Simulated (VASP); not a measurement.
# Hf (P6/mmm) in VASP: further runs

The runs below take Hf through relaxation of cell and atoms, with PBEsol.

Everything below comes from runs of VASP 6.6.1. Logs are shortened: lines on timing, memory, paths and dates and some standing lists are left out, and cuts for length are marked.

## 1. The structure

The structure is hexagonal, space group P6/mmm (No. 191). Conventional cell: a = 4.493 Å, b = 4.493 Å, c = 2.800 Å, α = 90.00°, β = 90.00°, γ = 120.00°. Around Hf (site symmetry -6m2) lie 11 Hf at 2.59 to 2.95 Å. Hf (site symmetry 6/mmm) has 14 Hf at 2.80 to 2.95 Å as nearest neighbours.

This isn't the form of Hf at room conditions, which is hcp.

## 2. Relaxation of cell and atoms, PBEsol, target pressure 30 GPa, at which the enthalpy is minimised

Input file INCAR:

```
PREC     = Accurate       # precision mode
ENCUT    = 520            # plane-wave cutoff, eV
EDIFF    = 1E-7           # SCF threshold, eV
ISMEAR   = 0              # smearing method
SIGMA    = 0.1            # smearing width, eV
LREAL    = False          # projectors in reciprocal space
LASPH    = True           # aspherical terms in the spheres
NELM     = 80             # most SCF steps
ALGO     = Fast           # electronic algorithm
ISIF     = 3              # what is computed and relaxed
LWAVE    = False          # write WAVECAR
LCHARG   = False          # write CHGCAR
GGA      = PS             # functional
IBRION   = 2              # ionic algorithm
NSW      = 80             # ionic steps
EDIFFG   = -0.002         # ionic threshold
PSTRESS  = 300.0        
KPAR     = 4
```

Input file KPOINTS:

```
Automatic mesh
0
Gamma
  6 6 8
```

Input file POSCAR:

```
Hf                                      
1.0
    4.4929143619      0.0000000000      0.0000000000
   -2.2464571810      3.8909779830      0.0000000000
    0.0000000000      0.0000000000      2.7997056485
  Hf            
     3
Direct
     0.6666666699999979    0.3333333300000021    0.5000000000000000
     0.3333333300000021    0.6666666699999979    0.5000000000000000
     0.0000000000000000    0.0000000000000000    0.0000000000000000
```

Potentials or basis: VASP PAW PBE potentials, release 64 (Hf_pv).

On the command line:

```console
> cat potpaw_PBE.64/Hf_pv/POTCAR > POTCAR
> mpirun -np 4 vasp_std > vasp.out
```

OUTCAR:

```text
PREC = Accurate
   ENCUT = 520
   EDIFF = 1E-7
   ISMEAR = 0
   LREAL = False
   LASPH = True
   NELM = 80
   ISIF = 3
   GGA = PS
   IBRION = 2
   NSW = 80
   EDIFFG = -0.002
   PSTRESS = 300.0

 ion  position               nearest neighbor table
   1  0.667  0.333  0.500-   2 2.59   2 2.59   2 2.59   3 2.95   3 2.95   3 2.95   3 2.95   3 2.95
                             3 2.95   2 3.82   2 3.82   2 3.82   2 3.82   2 3.82   2 3.82
   2  0.333  0.667  0.500-   1 2.59   1 2.59   1 2.59   3 2.95   3 2.95   3 2.95   3 2.95   3 2.95
                             3 2.95   1 3.82   1 3.82   1 3.82   1 3.82   1 3.82   1 3.82
   3  0.000  0.000  0.000-   1 2.95   2 2.95   1 2.95   2 2.95   1 2.95   1 2.95   2 2.95   2 2.95
                             1 2.95   1 2.95   2 2.95   2 2.95

  LATTYP: Found a hexagonal cell.
 ALAT       =     4.4929143619
 C/A-ratio  =     0.6231379953

  Lattice vectors:

 A1 = (   4.4929143619,   0.0000000000,   0.0000000000)
 A2 = (  -2.2464571810,   3.8909779830,   0.0000000000)
 A3 = (   0.0000000000,   0.0000000000,   2.7997056485)

Analysis of symmetry for initial positions (statically):
=====================================================================
 Subroutine PRICEL returns:
 Original cell was already a primitive cell.

 Routine SETGRP: Setting up the symmetry group for a
 hexagonal supercell.

 Subroutine GETGRP returns: Found 24 space group operations
 (whereof 24 operations were pure point group operations)
 out of a pool of 24 trial point group operations.

The static configuration has the point symmetry D_6h.

Analysis of symmetry for dynamics (positions and initial velocities):
=====================================================================
 Subroutine PRICEL returns:
 Original cell was already a primitive cell.

 Routine SETGRP: Setting up the symmetry group for a
 hexagonal supercell.

 Subroutine GETGRP returns: Found 24 space group operations
 (whereof 24 operations were pure point group operations)
 out of a pool of 24 trial point group operations.

The dynamic configuration has the point symmetry D_6h.

 Subroutine INISYM returns: Found 24 space group operations
 (whereof 24 operations are pure point group operations),
 and found     1 'primitive' translations

----------------------------------------------------------------------------------------

                                     Primitive cell

  volume of cell :      48.9440

  direct lattice vectors                    reciprocal lattice vectors
[... 100 lines left out ...]
   NELECT =      30.0000    total number of electrons
   NUPDOWN=      -1.0000    fix difference up-down
   EMIN   =  10.00;   EMAX   =-10.00  energy-range for DOS
   EFERMI =   0.00;   METHOD = LEGACY
   ISMEAR =     0;   SIGMA  =   0.10  broadening in eV -4-tet -1-fermi 0-gaus
   EFERMI_NEDOS =   21; number of points for ismear=-14 and -15
   IALGO  =     68    algorithm
   IMIX   =      4    mixing-type and parameters
     AMIX     =   0.40;   BMIX     =  1.00
     AMIX_MAG =   1.60;   BMIX_MAG =  1.00
  volume/ion in A,a.u.               =      16.31       110.10
  Fermi-wavevector in a.u.,A,eV,Ry     =   1.390642  2.627933 26.312123  1.933886
  Thomas-Fermi vector in A             =   2.514558
   LORBIT       =      0    0 simple, 1 ext, 2 COOP (PROOUT), +10 PAW based schemes
   GGA     = PS    functional components
   LHFCALC =     F    Hartree Fock is set to
   AEXX    =    0.0000 exact exchange contribution
   IVDW    =     0    specifies the selected vdW correction
   LEPSILON=     F    determine dielectric tensor
   LRPA    =     F    only Hartree local field effects (RPA)
 conjugate gradient relaxation of ions
 non-spin polarized calculation
 RMM-DIIS sequential band-by-band and
 Gauss-broadening in eV      SIGMA  =   0.10
  energy-cutoff  :      520.00
  volume of cell :       48.94
 maximum number of plane-waves:      1349
 NGX is ok and might be reduce to    36
   NGX = 17   NGY = 17   NGZ = 11

--------------------------------------- Ionic step        1  -------------------------------------------

 number of electron      29.9999997 magnetization

 Free energy of the ion-electron system (eV)
  ---------------------------------------------------
  ext. energy  EPLUGINS =         0.00000000
  ---------------------------------------------------
  free energy    TOTEN  =       -29.49059601 eV

  energy without entropy =      -29.47293869  energy(sigma->0) =      -29.48176735

------------------------ aborting loop because EDIFF is reached ----------------------------------------

  FORCE on cell =-STRESS in cart. coord.  units (eV):
  Direction    XX          YY          ZZ          XY          YZ          ZX
  --------------------------------------------------------------------------------------
  -------------------------------------------------------------------------------------
  Total       15.2764120     15.2764121     15.2764984     -0.0000000     -0.0000000      0.0000000
  in kB      500.0721389    500.0721411    500.0749667     -0.0000000     -0.0000000      0.0000000
  external PRESSURE =     200.0730822 kB  Pullay stress =     300.0000000 kB
[... 299 lines left out ...]
--------------------------------------- Ionic step        9  -------------------------------------------

 number of electron      30.0000002 magnetization

 Free energy of the ion-electron system (eV)
  ---------------------------------------------------
  ext. energy  EPLUGINS =         0.00000000
  ---------------------------------------------------
  free energy    TOTEN  =       -30.52592229 eV

  energy without entropy =      -30.51014171  energy(sigma->0) =      -30.51803200

 E-fermi :   6.2666     XC(G=0): -12.5046

 val. band max:        6.2342650782   @ k =   0.3333   0.3333   0.0000
 cond. band min:       6.2816173502   @ k =   0.3333   0.1667   0.0000
 fundamental gap:      0.0473522720
 Fermi energy:         6.2665695675

 k-point     1 :       0.0000    0.0000    0.0000
  band No.  band energies     occupation
      1     -24.2771      2.00000
      2     -24.2771      2.00000
      3     -24.0349      2.00000
      4     -24.0349      2.00000
      5     -23.3559      2.00000
      6     -22.9387      2.00000
[... 505 lines left out ...]
      6     -23.6701      2.00000
[... 11 lines left out ...]
     18       8.4345      0.00000
     19       8.4599      0.00000

 [... further k-points ...]

------------------------ aborting loop because EDIFF is reached ----------------------------------------

  FORCE on cell =-STRESS in cart. coord.  units (eV):
  Direction    XX          YY          ZZ          XY          YZ          ZX
  --------------------------------------------------------------------------------------
  -------------------------------------------------------------------------------------
  Total        9.9528399      9.9528400      9.9540645     -0.0000000      0.0000000     -0.0000000
  in kB      300.0376907    300.0376927    300.0746071     -0.0000000      0.0000000     -0.0000000
  external PRESSURE =       0.0499968 kB  Pullay stress =     300.0000000 kB
[... 22 lines left out ...]
  energy  without entropy=      -30.5101417115  energy(sigma->0) =      -30.51803200

  enthalpy is  TOTEN    =       -20.5743326415 eV   P V=        9.9515896481

 reached required accuracy - stopping structural energy minimisation
```

OSZICAR:

```text
N       E                     dE             d eps       ncg     rms          rms(c)
DAV:   1     0.109478510153E+03    0.10948E+03   -0.17615E+04  1330   0.157E+03
DAV:   2    -0.238306457909E+02   -0.13331E+03   -0.12865E+03  1521   0.347E+02
DAV:   3    -0.301792977321E+02   -0.63487E+01   -0.59727E+01  1835   0.447E+01
[... 107 lines left out ...]
RMM:   3    -0.305259198130E+02    0.15902E-03   -0.51439E-04  1382   0.153E-01    0.321E-02
RMM:   4    -0.305259202050E+02   -0.39196E-06   -0.98730E-05  1539   0.679E-02    0.478E-02
RMM:   5    -0.305259219613E+02   -0.17563E-05   -0.12752E-05  1530   0.229E-02    0.243E-02
RMM:   6    -0.305259220760E+02   -0.11475E-06   -0.33149E-06  1456   0.125E-02    0.145E-02
RMM:   7    -0.305259222235E+02   -0.14746E-06   -0.80215E-07  1089   0.514E-03    0.656E-03
RMM:   8    -0.305259222896E+02   -0.66137E-07   -0.17882E-07   820   0.223E-03
   9 F= -.20574333E+02 E0= -.20566442E+02  d E =-.531467E-04
```

Wall time 56 s (4 MPI ranks of AMD EPYC 9R45 (Zen 5), shared host); peak memory 0.18 GiB.

Results:

```
Free energy                                            : -30.5259 eV
Relaxed volume                                         : 17.72 Å³/atom
Relaxed cell                                           : a = 4.613 Å, b = 4.613 Å, c = 2.884 Å, α = 90.00°, β = 90.00°, γ = 120.00°
Space group after relaxing (to 0.05 Å)                 : P6/mmm (No. 191)
Energy change on relaxing (the enthalpy is what falls) : -345.1 meV/atom
Ionic steps                                            : 9
Pressure after relaxing                                : 30.0 GPa
Band gap on the k mesh                                 : none (metal or under the smearing width)
```

Step by step:
| step | energy change (eV) | largest force (eV/Å) | pressure (GPa) | volume (Å³) |
| --- | --- | --- | --- | --- |
| 1 | 0.0000 | 0.0000 | 50.01 | 48.94 |
| 2 | -1.9105 | 0.0000 | -1.51 | 64.84 |
| 3 | -1.0933 | 0.0000 | 28.72 | 53.47 |
| 4 | -1.0375 | 0.0000 | 29.93 | 53.16 |
| 5 | -1.0213 | 0.0000 | 30.28 | 53.07 |
| 6 | -1.0234 | 0.0000 | 30.26 | 53.08 |
| 7 | -1.0231 | 0.0000 | 30.27 | 53.08 |
| 8 | -1.0581 | 0.0000 | 29.51 | 53.27 |
| 9 | -1.0353 | 0.0000 | 30.00 | 53.15 |

Final structure:
```cif
data_structure
_symmetry_space_group_name_H-M 'P 1'
_symmetry_Int_Tables_number 1
_cell_length_a 4.6129
_cell_length_b 4.6129
_cell_length_c 2.8841
_cell_angle_alpha 90.000
_cell_angle_beta 90.000
_cell_angle_gamma 120.000
_cell_volume 53.15
loop_
_atom_site_label
_atom_site_type_symbol
_atom_site_fract_x
_atom_site_fract_y
_atom_site_fract_z
_atom_site_occupancy
Hf1 Hf 0.66667 0.33333 0.50000 1
Hf2 Hf 0.33333 0.66667 0.50000 1
Hf3 Hf 0.00000 0.00000 0.00000 1
```

Levels at points of the mesh, in eV from the Fermi level:
```
           k point  band 11  band 12  band 13  band 14  band 15  band 16  band 17  band 18  band 19
(0.00, 0.00, 0.00)    -3.37    -0.61    -0.50    -0.50    -0.44    -0.44     1.28     2.47     2.47
(0.50, 0.00, 0.00)    -4.51    -4.27    -0.82    -0.80    -0.59     0.02     1.04     1.58     2.27
(0.00, 0.00, 0.50)    -3.56    -3.15    -2.54    -2.54    -1.92     1.61     1.61     2.65     2.65
(0.50, 0.00, 0.50)    -3.38    -2.73    -2.06    -1.06    -0.59     0.37     1.27     1.58     2.30
```

Caveat: the cell is relaxed towards a set pressure, so the enthalpy falls and the energy may rise; the PAW data sets were made with another functional, which shifts forces and pressure a little. The run has no spin-orbit coupling, so splittings on Hf are missing.

## 3. Relaxation of cell and atoms, PBEsol, target pressure 30 GPa, at which the enthalpy is minimised

This run uses another cell than the first one, of 17.72 Å³/atom, 1.086 times its volume.

INCAR is that of step 2.

KPOINTS is that of step 2.

Input file POSCAR:

```
Hf                                      
1.0
    4.6128670359     -0.0000000000      0.0000000000
   -2.3064335180      3.9948600508      0.0000000000
   -0.0000000000     -0.0000000000      2.8840931387
  Hf            
     3
Direct
     0.6666666699999979    0.3333333300000021    0.5000000000000000
     0.3333333300000021    0.6666666699999979    0.5000000000000000
     0.0000000000000000    0.0000000000000000    0.0000000000000000
```

Potentials or basis: VASP PAW PBE potentials, release 64 (Hf_pv).

On the command line:

```console
> cat potpaw_PBE.64/Hf_pv/POTCAR > POTCAR
> mpirun -np 4 vasp_std > vasp.out
```

It took 9.7 s on 4 MPI ranks of AMD EPYC 9R45 (Zen 5), shared host; peak memory 0.16 GiB.

It converged, with:

```
Free energy             : -30.5270 eV
Pressure after relaxing : 30.0 GPa
Band gap on the k mesh  : none (metal or under the smearing width)
```

Final structure:
```cif
data_structure
_symmetry_space_group_name_H-M 'P 1'
_symmetry_Int_Tables_number 1
_cell_length_a 4.6129
_cell_length_b 4.6129
_cell_length_c 2.8841
_cell_angle_alpha 90.000
_cell_angle_beta 90.000
_cell_angle_gamma 120.000
_cell_volume 53.15
loop_
_atom_site_label
_atom_site_type_symbol
_atom_site_fract_x
_atom_site_fract_y
_atom_site_fract_z
_atom_site_occupancy
Hf1 Hf 0.66667 0.33333 0.50000 1
Hf2 Hf 0.33333 0.66667 0.50000 1
Hf3 Hf 0.00000 0.00000 0.00000 1
```

Levels at points of the mesh, in eV from the Fermi level:
```
           k point  band 11  band 12  band 13  band 14  band 15  band 16  band 17  band 18  band 19
(0.00, 0.00, 0.00)    -3.37    -0.61    -0.50    -0.50    -0.44    -0.44     1.28     2.47     2.47
(0.50, 0.00, 0.00)    -4.51    -4.27    -0.82    -0.80    -0.59     0.02     1.04     1.58     2.27
(0.00, 0.00, 0.50)    -3.56    -3.15    -2.54    -2.54    -1.92     1.61     1.61     2.65     2.65
(0.50, 0.00, 0.50)    -3.38    -2.73    -2.06    -1.06    -0.59     0.37     1.27     1.58     2.30
```

Caveat: the relaxation stopped at its first step, so nothing moved; the cell is relaxed towards a set pressure, so the enthalpy falls and the energy may rise; the PAW data sets were made with another functional, which shifts forces and pressure a little. The run has no spin-orbit coupling, so splittings on Hf are missing.

## 4. Relaxation of cell and atoms, PBEsol, target pressure 75 GPa, at which the enthalpy is minimised

Edit INCAR of step 3 so:

```diff
@@ -16,3 +16,3 @@
 EDIFFG   = -0.002         # ionic threshold
-PSTRESS  = 300.0        
+PSTRESS  = 750.0        
 KPAR     = 4
```

KPOINTS is that of step 3.

Input file POSCAR:

```
Hf                                      
1.0
    4.4929143619      0.0000000000      0.0000000000
   -2.2464571810      3.8909779830      0.0000000000
    0.0000000000      0.0000000000      2.7997056485
  Hf            
     3
Direct
     0.6666666699999979    0.3333333300000021    0.5000000000000000
     0.3333333300000021    0.6666666699999979    0.5000000000000000
     0.0000000000000000    0.0000000000000000    0.0000000000000000
```

On the command line:

```console
> cat potpaw_PBE.64/Hf_pv/POTCAR > POTCAR
> mpirun -np 4 vasp_std > vasp.out
```

It took 61 s on 4 MPI ranks of AMD EPYC 9R45 (Zen 5), shared host; peak memory 0.18 GiB.

The run converged. Its results:

| Quantity | Value |
| --- | --- |
| Free energy | -28.0195 eV |
| Relaxed volume | 15.04 Å³/atom |
| Relaxed cell | a = 4.377 Å, b = 4.377 Å, c = 2.720 Å, α = 90.00°, β = 90.00°, γ = 120.00° |
| Space group after relaxing (to 0.05 Å) | P6/mmm (No. 191) |
| Energy change on relaxing (the enthalpy is what falls) | +490.4 meV/atom |
| Ionic steps | 10 |
| Pressure after relaxing | 75.0 GPa |
| Band gap on the k mesh | none (metal or under the smearing width) |

Step by step:
```tsv
step	energy change (eV)	largest force (eV/Å)	pressure (GPa)	volume (Å³)
1	0.0000	0.0000	50.01	48.94
2	12.2801	0.0000	242.64	33.04
3	1.2455	0.0000	71.27	45.63
4	1.4342	0.0000	74.43	45.21
5	1.4685	0.0000	74.99	45.14
6	1.5032	0.0000	75.56	45.06
7	1.3691	0.0000	73.31	45.35
8	1.4556	0.0000	74.77	45.17
9	1.4831	0.0000	75.19	45.11
10	1.4711	0.0000	75.00	45.13
```

Final structure:
```xyz
3
Lattice="4.3774 0.0000 0.0000 -2.1887 3.7909 0.0000 0.0000 0.0000 2.7198" Properties=species:S:1:pos:R:3 pbc="T T T"
Hf    2.1887    1.2636    1.3599
Hf    0.0000    2.5273    1.3599
Hf    4.3774    0.0000    0.0000
```

Levels at points of the mesh, in eV from the Fermi level:
| k point | band 11 | band 12 | band 13 | band 14 | band 15 | band 16 | band 17 | band 18 | band 19 |
| --- | --- | --- | --- | --- | --- | --- | --- | --- | --- |
| (0.00, 0.00, 0.00) | -4.16 | -0.63 | -0.27 | -0.27 | -0.14 | -0.14 | 1.28 | 2.70 | 2.70 |
| (0.50, 0.00, 0.00) | -4.54 | -4.31 | -1.25 | -1.15 | -0.77 | -0.17 | 1.19 | 1.68 | 3.56 |
| (0.00, 0.00, 0.50) | -4.53 | -3.10 | -3.10 | -2.75 | -1.33 | 1.77 | 1.77 | 3.27 | 3.27 |
| (0.50, 0.00, 0.50) | -3.70 | -3.39 | -2.70 | -1.26 | -0.42 | 0.10 | 1.48 | 2.86 | 2.94 |

Caveat: the cell is relaxed towards a set pressure, so the enthalpy falls and the energy may rise; the PAW data sets were made with another functional, which shifts forces and pressure a little.
